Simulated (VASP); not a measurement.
# CuCl (F-43m) in VASP: a series of runs, part 3 of 3

VASP 6.6.1. Earlier steps stand in the parts before.

## 5. Electric field gradients, PBE

This run uses another cell than the first one, of 19.90 Å³/atom, 1.063 times its volume.

Contents of INCAR:

```
SYSTEM = CuCl
ALGO = Normal
EDIFF = 1E-8
ENCUT = 520
GGA = PE
GGA_COMPAT = .FALSE.
ISIF = 2
ISMEAR = -1
LASPH = .TRUE.
LCHARG = .FALSE.
LEFG = .TRUE.
LREAL = .FALSE.
LWAVE = .FALSE.
NBANDS = 16
NELM = 120
PREC = Accurate
SIGMA = 0.05
```

Contents of KPOINTS:

```
k-points
0
G
  13 13 13
  0 0 0
```

Contents of POSCAR:

```
CuCl
1.0
    0.0000000000      2.7101000000      2.7101000000
    2.7101000000      0.0000000000      2.7101000000
    2.7101000000      2.7101000000      0.0000000000
Cu Cl
1 1
Direct
    0.0000000000      0.0000000000      0.0000000000
    0.7500000000      0.7500000000      0.7500000000
```

Potentials or basis: VASP PAW PBE potentials, release 64 (Cu, Cl).

Started as:

```console
cat potpaw_PBE.64/Cu/POTCAR potpaw_PBE.64/Cl/POTCAR > POTCAR
mpirun -np 1 vasp_std > vasp.out
```

OUTCAR:

```text
SYSTEM = CuCl
   EDIFF = 1E-8
   ENCUT = 520
   GGA = PE
   ISIF = 2
   ISMEAR = -1
   LASPH = .TRUE.
   LREAL = .FALSE.
   NELM = 120
   PREC = Accurate

 ion  position               nearest neighbor table
   1  0.000  0.000  0.000-   2 2.35   2 2.35   2 2.35   2 2.35
   2  0.750  0.750  0.750-   1 2.35   1 2.35   1 2.35   1 2.35

  LATTYP: Found a face centered cubic cell.
 ALAT       =     5.4202000000

  Lattice vectors:

 A1 = (   0.0000000000,   2.7101000000,   2.7101000000)
 A2 = (   2.7101000000,   0.0000000000,   2.7101000000)
 A3 = (   2.7101000000,   2.7101000000,   0.0000000000)

Analysis of symmetry for initial positions (statically):
=====================================================================
 Subroutine PRICEL returns:
 Original cell was already a primitive cell.

 Routine SETGRP: Setting up the symmetry group for a
 face centered cubic supercell.

 Subroutine GETGRP returns: Found 24 space group operations
 (whereof 24 operations were pure point group operations)
 out of a pool of 48 trial point group operations.

The static configuration has the point symmetry T_d .

Analysis of symmetry for dynamics (positions and initial velocities):
=====================================================================
 Subroutine PRICEL returns:
 Original cell was already a primitive cell.

 Routine SETGRP: Setting up the symmetry group for a
 face centered cubic supercell.

 Subroutine GETGRP returns: Found 24 space group operations
 (whereof 24 operations were pure point group operations)
 out of a pool of 48 trial point group operations.

The dynamic configuration has the point symmetry T_d .

 Subroutine INISYM returns: Found 24 space group operations
 (whereof 24 operations are pure point group operations),
[... 149 lines left out ...]
 Fermi energy:         4.1999877334

 k-point     1 :       0.0000    0.0000    0.0000
  band No.  band energies     occupation
      1     -13.1677      2.00000
      2      -1.0718      2.00000
      3      -1.0718      2.00000
      4      -1.0718      2.00000
      5       2.3797      2.00000
      6       2.3797      2.00000
[... 433 lines left out ...]
      3      -1.2825      2.00000
      4      -1.0980      2.00000
      5       2.3292      2.00000
      6       2.4709      2.00000
[... 8 lines left out ...]
     15      16.9746      0.00000
     16      17.3927      0.00000

 [... further k-points ...]
[... 5 lines left out ...]
  --------------------------------------------------------------------------------------
  -------------------------------------------------------------------------------------
  Total        0.0489747      0.0489747      0.0489747     -0.0000000     -0.0000000     -0.0000000
  in kB        1.9710431      1.9710431      1.9710431     -0.0000000     -0.0000000     -0.0000000
  external PRESSURE =       1.9710431 kB  Pullay stress =       0.0000000 kB

 VOLUME and BASIS-vectors are now :
 -----------------------------------------------------------------------------
  energy-cutoff  :      520.00
  volume of cell :       39.81
      direct lattice vectors                 reciprocal lattice vectors
     0.000000000  2.710100000  2.710100000    -0.184495037  0.184495037  0.184495037
     2.710100000  0.000000000  2.710100000     0.184495037 -0.184495037  0.184495037
     2.710100000  2.710100000  0.000000000     0.184495037  0.184495037 -0.184495037

 POSITION                                       TOTAL-FORCE (eV/Angst)
 -----------------------------------------------------------------------------------
      0.00000      0.00000      0.00000         0.000000      0.000000      0.000000
      4.06515      4.06515      4.06515        -0.000000     -0.000000     -0.000000
 -----------------------------------------------------------------------------------
    total drift:                                0.000000      0.000000      0.000000

  FREE ENERGIE OF THE ION-ELECTRON SYSTEM (eV)
  ---------------------------------------------------
  free  energy   TOTEN  =        -6.3427224268 eV

  energy  without entropy=       -6.3427050322  energy(sigma->0) =       -6.34271373

 Electric field gradients (V/A^2)
---------------------------------------------------------------------
 ion       V_xx      V_yy      V_zz      V_xy      V_xz      V_yz
---------------------------------------------------------------------
   1      -0.000     0.000    -0.000     0.004     0.004     0.004
   2      -0.000     0.000     0.000    -0.001    -0.001    -0.001
---------------------------------------------------------------------

 Electric field gradients after diagonalization (V/A^2)
 (convention: |V_zz| > |V_xx| > |V_yy|)
----------------------------------------------------------------------
 ion       V_xx      V_yy      V_zz     asymmetry (V_yy - V_xx)/ V_zz
----------------------------------------------------------------------
   1      -0.004    -0.004     0.008       0.000
   2       0.001     0.001    -0.001       0.000
----------------------------------------------------------------------

           NMR quadrupolar parameters

 Cq : quadrupolar parameter    Cq=e*Q*V_zz/h
 eta: asymmetry parameters     (V_yy - V_xx)/ V_zz
 Q  : nuclear electric quadrupole moment in mb (millibarn)
----------------------------------------------------------------------
 ion       Cq(MHz)       eta       Q (mb)
----------------------------------------------------------------------
   1       0.000       0.000       1.000
   2      -0.000       0.000       1.000
----------------------------------------------------------------------
```

OSZICAR:

```text
N       E                     dE             d eps       ncg     rms          rms(c)
DAV:   1     0.113421244868E+03    0.11342E+03   -0.84953E+03  2712   0.136E+03
DAV:   2     0.262871438347E+01   -0.11079E+03   -0.10060E+03  2896   0.258E+02
DAV:   3    -0.632918895610E+01   -0.89579E+01   -0.88333E+01  3552   0.771E+01
DAV:   4    -0.654255547674E+01   -0.21337E+00   -0.21323E+00  3224   0.117E+01
DAV:   5    -0.655045615100E+01   -0.79007E-02   -0.79001E-02  3888   0.244E+00    0.525E+00
DAV:   6    -0.641959410368E+01    0.13086E+00   -0.13592E+00  3256   0.313E+01    0.310E+00
DAV:   7    -0.634444138553E+01    0.75153E-01   -0.44153E-01  2864   0.173E+01    0.186E+00
DAV:   8    -0.634269100556E+01    0.17504E-02   -0.12943E-02  4448   0.118E+00    0.678E-01
DAV:   9    -0.634261906641E+01    0.71939E-04   -0.28479E-03  3648   0.136E+00    0.642E-02
DAV:  10    -0.634266991739E+01   -0.50851E-04   -0.42007E-04  4360   0.388E-01    0.333E-02
DAV:  11    -0.634272393392E+01   -0.54017E-04   -0.94049E-05  3576   0.115E-01    0.145E-02
DAV:  12    -0.634272227100E+01    0.16629E-05   -0.45450E-06  4160   0.305E-02    0.815E-03
DAV:  13    -0.634272245620E+01   -0.18520E-06   -0.17578E-06  4144   0.196E-02    0.317E-03
DAV:  14    -0.634272250768E+01   -0.51473E-07   -0.14310E-07  4392   0.673E-03    0.227E-03
DAV:  15    -0.634272245856E+01    0.49112E-07   -0.16665E-08  2848   0.293E-03    0.104E-03
DAV:  16    -0.634272242428E+01    0.34283E-07   -0.19327E-08  3704   0.159E-03    0.140E-04
DAV:  17    -0.634272242684E+01   -0.25595E-08   -0.12943E-09  1712   0.294E-04
   1 F= -.63427224E+01 E0= -.63427137E+01  d E =-.173947E-04
```

It took 50 s on 1 thread of AMD EPYC 9R45 (Zen 5), shared host; peak memory 0.17 GiB.

What came out:

```
Free energy            : -6.3427 eV
Pressure               : 0.2 GPa
Band gap on the k mesh : 0.54 eV, direct
```

Caveat: without QUAD_EFG the Cq values of the log hold for a quadrupole moment of 1 mb, not for the nuclei.

## 6. Electric field gradients, PBE (volume scaled by 1.03)

Contents of INCAR:

```
SYSTEM = CuCl
PREC = Accurate ; ENCUT = 520
EDIFF = 1E-8 ; ISMEAR = -1
SIGMA = 0.05 ; LREAL = .FALSE.
LASPH = .TRUE. ; NELM = 120
ALGO = Normal ; ISIF = 2
LWAVE = .FALSE. ; LCHARG = .FALSE.
GGA = PE ; LEFG = .TRUE.
NBANDS = 16 ; GGA_COMPAT = .FALSE.
```

Contents of KPOINTS:

```
Automatic mesh
0
G
  13 13 13
  0 0 0
```

Contents of POSCAR:

```
CuCl
1.0
    0.0000000000      2.7369344184      2.7369344184
    2.7369344184      0.0000000000      2.7369344184
    2.7369344184      2.7369344184      0.0000000000
Cu Cl
1 1
Direct
    0.0000000000      0.0000000000      0.0000000000
    0.7500000000      0.7500000000      0.7500000000
```

Potentials or basis: VASP PAW PBE potentials, release 64 (Cu, Cl).

Started as:

```console
cat potpaw_PBE.64/Cu/POTCAR potpaw_PBE.64/Cl/POTCAR > POTCAR
mpirun -np 1 vasp_std > vasp.out
```

OUTCAR:

```text
SYSTEM = CuCl
   PREC = Accurate
   ENCUT = 520
   EDIFF = 1E-8
   ISMEAR = -1
   LREAL = .FALSE.
   LASPH = .TRUE.
   NELM = 120
   ISIF = 2
   GGA = PE

 ion  position               nearest neighbor table
   1  0.000  0.000  0.000-   2 2.37   2 2.37   2 2.37   2 2.37
   2  0.750  0.750  0.750-   1 2.37   1 2.37   1 2.37   1 2.37

  LATTYP: Found a face centered cubic cell.
 ALAT       =     5.4738688368

  Lattice vectors:

 A1 = (   0.0000000000,   2.7369344184,   2.7369344184)
 A2 = (   2.7369344184,   0.0000000000,   2.7369344184)
[... 668 lines left out ...]
  ---------------------------------------------------
  free  energy   TOTEN  =        -6.3394724911 eV

  energy  without entropy=       -6.3394440851  energy(sigma->0) =       -6.33945829

 Electric field gradients (V/A^2)
---------------------------------------------------------------------
 ion       V_xx      V_yy      V_zz      V_xy      V_xz      V_yz
---------------------------------------------------------------------
   1      -0.000    -0.000    -0.000     0.005     0.005     0.005
   2      -0.000     0.000    -0.000    -0.001    -0.001    -0.001
---------------------------------------------------------------------

 Electric field gradients after diagonalization (V/A^2)
 (convention: |V_zz| > |V_xx| > |V_yy|)
----------------------------------------------------------------------
 ion       V_xx      V_yy      V_zz     asymmetry (V_yy - V_xx)/ V_zz
----------------------------------------------------------------------
   1      -0.005    -0.005     0.009       0.000
   2       0.001     0.001    -0.001       0.000
----------------------------------------------------------------------

           NMR quadrupolar parameters

 Cq : quadrupolar parameter    Cq=e*Q*V_zz/h
 eta: asymmetry parameters     (V_yy - V_xx)/ V_zz
 Q  : nuclear electric quadrupole moment in mb (millibarn)
----------------------------------------------------------------------
 ion       Cq(MHz)       eta       Q (mb)
----------------------------------------------------------------------
   1       0.000       0.000       1.000
   2      -0.000       0.000       1.000
----------------------------------------------------------------------
```

Wall time 48 s (1 thread of AMD EPYC 9R45 (Zen 5), shared host); peak memory 0.17 GiB.

Results:

```
Free energy            : -6.3395 eV
Pressure               : -1.2 GPa
Band gap on the k mesh : 0.48 eV, direct
```

Caveat: the cell differs from its parent crystal (volume scaled by 1.03); without QUAD_EFG the Cq values of the log hold for a quadrupole moment of 1 mb, not for the nuclei. A k mesh can miss the band edges.

## 7. The runs side by side

```csv
cell,gap on the mesh (eV),pressure (GPa)
"a = 3.755 Å, angles 60.0°, 2 atoms",0.66,3.8
"a = 3.794 Å, angles 60.0°, 2 atoms",0.59,1.8
"a = 3.833 Å, angles 60.0°, 2 atoms",0.54,0.2
"a = 3.871 Å, angles 60.0°, 2 atoms",0.48,-1.2
```

Alike in all rows: task electric field gradients; level PBE; potentials or basis VASP PAW PBE potentials, release 64 (Cu, Cl); no spin polarisation; k mesh 13 × 13 × 13; cutoff (eV) 520; smearing fermi-dirac 0.05 eV.

Total energies depend on the potentials used, so only differences within one code and one set of settings carry meaning.

## 8. Comparison with measurements

Step 4. Measured gap of CuCl: 3.399 eV (direct; 4.2 K; a printed reference work, data compilation). This calculation gives 0.54 eV (-2.86 eV). So large a miss can be the level of theory's own, or it may mean another phase, state or a wrong row. The value is that of PBE on a finite k mesh, which can miss the band edges, without temperature or zero-point motion. Semilocal functionals fall short of measured gaps as a rule.

Step 5. Against the measured gap of CuCl, 3.399 eV (direct; 4.2 K; a printed reference work, data compilation), the calculated 0.54 eV is off by -2.86 eV. So large a miss can be the level of theory's own, or it may mean another phase, state or a wrong row. The value is that of PBE on a finite k mesh, which can miss the band edges, without temperature or zero-point motion. Semilocal functionals fall short of measured gaps as a rule.
